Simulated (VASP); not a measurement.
Level of theory: SCAN meta-GGA, VASP's PBE PAW potentials (set 64) (plane waves; VASP).

A VASP calculation is set up with these files.

**POSCAR**
```
AlSb
1
    0.0000000000     3.1166397560     3.1166397560
    3.1166397560     0.0000000000     3.1166397560
    3.1166397560     3.1166397560     0.0000000000
Al Sb
1 1
Direct
  0.0000000000   0.0000000000   0.0000000000
  0.2500000000   0.2500000000   0.2500000000
```

KPOINTS:
```
Automatic mesh
0
Gamma
7 7 7
0 0 0
```

**INCAR**
```
SYSTEM  =  AlSb
PREC  =  Accurate; ENCUT  =  520; LREAL  =  .False.
LASPH  =  .True.
EDIFF  =  1E-7; NELM  =  100; ALGO  =  Normal
LMAXMIX  =  4; LMIXTAU  =  .True.
ISMEAR  =  0; SIGMA  =  0.05
METAGGA  =  SCAN
ISIF  =  2
LWAVE  =  .False.; LCHARG  =  .False.
```

POTCAR, in this order: Al Sb (PBE.64 set). Program: vasp_std.

The resulting files:

OUTCAR:
```
 ion  position               nearest neighbor table
   1  0.000  0.000  0.000-   2 2.70   2 2.70   2 2.70   2 2.70
   2  0.250  0.250  0.250-   1 2.70   1 2.70   1 2.70   1 2.70
  LATTYP: Found a face centered cubic cell.
 ALAT       =     6.2332795120
 Subroutine PRICEL returns:
 Original cell was already a primitive cell.
 Subroutine GETGRP returns: Found 24 space group operations
The static configuration has the point symmetry T_d .
The dynamic configuration has the point symmetry T_d .
 Subroutine INISYM returns: Found 24 space group operations
 Subroutine IBZKPT returns following result:
 Found     20 irreducible k-points:

 Following reciprocal coordinates:
            Coordinates               Weight
  0.000000  0.000000  0.000000      1.000000
  0.142857  0.000000  0.000000      8.000000
  0.285714  0.000000  0.000000      8.000000
  0.428571  0.000000  0.000000      8.000000
  0.142857  0.142857  0.000000      6.000000
  0.285714  0.142857  0.000000     24.000000
  0.428571  0.142857  0.000000     24.000000
 -0.428571  0.142857  0.000000     24.000000
 -0.285714  0.142857  0.000000     24.000000
 -0.142857  0.142857  0.000000     12.000000
  0.285714  0.285714  0.000000      6.000000
  0.428571  0.285714  0.000000     24.000000
 -0.428571  0.285714  0.000000     24.000000
 -0.285714  0.285714  0.000000     12.000000
  0.428571  0.428571  0.000000      6.000000
 -0.428571  0.428571  0.000000     12.000000
  0.428571  0.285714  0.142857     24.000000
 -0.428571  0.285714  0.142857     48.000000
 -0.428571  0.428571  0.142857     24.000000
 -0.285714  0.428571  0.142857     24.000000
   k-points           NKPTS =     20   k-points in BZ     NKDIM =     20   number of bands    NBANDS=      8
   number of dos      NEDOS =    301   number of ions     NIONS =      2
   total plane-waves  NPLWV =  46656
   dimension x,y,z NGX =    36 NGY =   36 NGZ =   36
...
```

**OSZICAR**
```
       N       E                     dE             d eps       ncg     rms          rms(c)
DAV:   1    -0.204607448496E+02   -0.20461E+02   -0.28147E+03   320   0.739E+02
DAV:   2    -0.457537519219E+02   -0.25293E+02   -0.23935E+02   416   0.884E+01
DAV:   3    -0.463303076166E+02   -0.57656E+00   -0.57656E+00   472   0.177E+01
DAV:   4    -0.463330616808E+02   -0.27541E-02   -0.27541E-02   472   0.143E+00
DAV:   5    -0.463330707390E+02   -0.90582E-05   -0.90583E-05   456   0.761E-02    0.343E+00
DAV:   6    -0.454328975352E+02    0.90017E+00   -0.38917E-01   360   0.562E+00    0.201E+00
DAV:   7    -0.452280594056E+02    0.20484E+00   -0.32368E-01   320   0.634E+00    0.746E-01
DAV:   8    -0.454046725981E+02   -0.17661E+00   -0.17686E-01   320   0.598E+00    0.218E-01
DAV:   9    -0.453968650356E+02    0.78076E-02   -0.12920E-01   328   0.461E+00    0.136E-01
DAV:  10    -0.454074832565E+02   -0.10618E-01   -0.76036E-03   368   0.121E+00    0.854E-02
DAV:  11    -0.454092851221E+02   -0.18019E-02   -0.83864E-04   408   0.410E-01    0.817E-02
DAV:  12    -0.454112028498E+02   -0.19177E-02   -0.91725E-03   320   0.129E+00    0.740E-02
DAV:  13    -0.454111918256E+02    0.11024E-04   -0.23014E-03   320   0.598E-01    0.363E-02
DAV:  14    -0.454117669548E+02   -0.57513E-03   -0.15110E-03   328   0.505E-01    0.461E-02
DAV:  15    -0.454117061583E+02    0.60797E-04   -0.19549E-05   408   0.651E-02    0.420E-02
DAV:  16    -0.454116591827E+02    0.46976E-04   -0.69357E-06   360   0.307E-02    0.387E-02
DAV:  17    -0.454113995564E+02    0.25963E-03   -0.10298E-03   320   0.415E-01    0.579E-03
DAV:  18    -0.454114138731E+02   -0.14317E-04   -0.39547E-05   416   0.833E-02    0.139E-02
DAV:  19    -0.454114122211E+02    0.16520E-05   -0.70249E-07   376   0.104E-02    0.160E-02
DAV:  20    -0.454114156955E+02   -0.34744E-05   -0.69721E-06   320   0.430E-02    0.209E-02
DAV:  21    -0.454113915652E+02    0.24130E-04   -0.48758E-05   320   0.875E-02    0.168E-02
DAV:  22    -0.454113930564E+02   -0.14913E-05   -0.22941E-06   320   0.191E-02    0.637E-03
DAV:  23    -0.454113898756E+02    0.31809E-05   -0.69178E-06   360   0.278E-02    0.947E-03
DAV:  24    -0.454113894829E+02    0.39270E-06   -0.34936E-06   336   0.275E-02    0.571E-03
DAV:  25    -0.454113898609E+02   -0.37801E-06   -0.41779E-07   320   0.101E-02    0.125E-03
DAV:  26    -0.454113899380E+02   -0.77150E-07   -0.95027E-08   264   0.442E-03
   1 F= -.45411390E+02 E0= -.45411390E+02  d E =-.117376E-13
```

**OUTCAR**
```
------------------------ aborting loop because EDIFF is reached ----------------------------------------
  FORCE on cell =-STRESS in cart. coord.  units (eV):
  Direction    XX          YY          ZZ          XY          YZ          ZX
  --------------------------------------------------------------------------------------
  Total       -0.5874357     -0.5874357     -0.5874357     -0.0000000      0.0000000     -0.0000000
  in kB      -15.5446563    -15.5446563    -15.5446563     -0.0000000      0.0000000     -0.0000000
  external PRESSURE =     -15.5446563 kB  Pullay stress =       0.0000000 kB
  volume of cell :       60.55
      direct lattice vectors                 reciprocal lattice vectors
     0.000000000  3.116639756  3.116639756    -0.160429193  0.160429193  0.160429193
     3.116639756  0.000000000  3.116639756     0.160429193 -0.160429193  0.160429193
     3.116639756  3.116639756  0.000000000     0.160429193  0.160429193 -0.160429193
 POSITION                                       TOTAL-FORCE (eV/Angst)
 -----------------------------------------------------------------------------------
      0.00000      0.00000      0.00000        -0.000000     -0.000000     -0.000000
      1.55832      1.55832      1.55832         0.000000      0.000000      0.000000
 -----------------------------------------------------------------------------------
    total drift:                                0.000001      0.000001      0.000001
  FREE ENERGIE OF THE ION-ELECTRON SYSTEM (eV)
  ---------------------------------------------------
  free  energy   TOTEN  =       -45.4113899380 eV

  energy  without entropy=      -45.4113899380  energy(sigma->0) =      -45.41138994
```
(Selected blocks of OUTCAR.)

The compound is AlSb in the zinc blende structure. This cell is one point of a volume scan, at 1.03 of the reference volume.
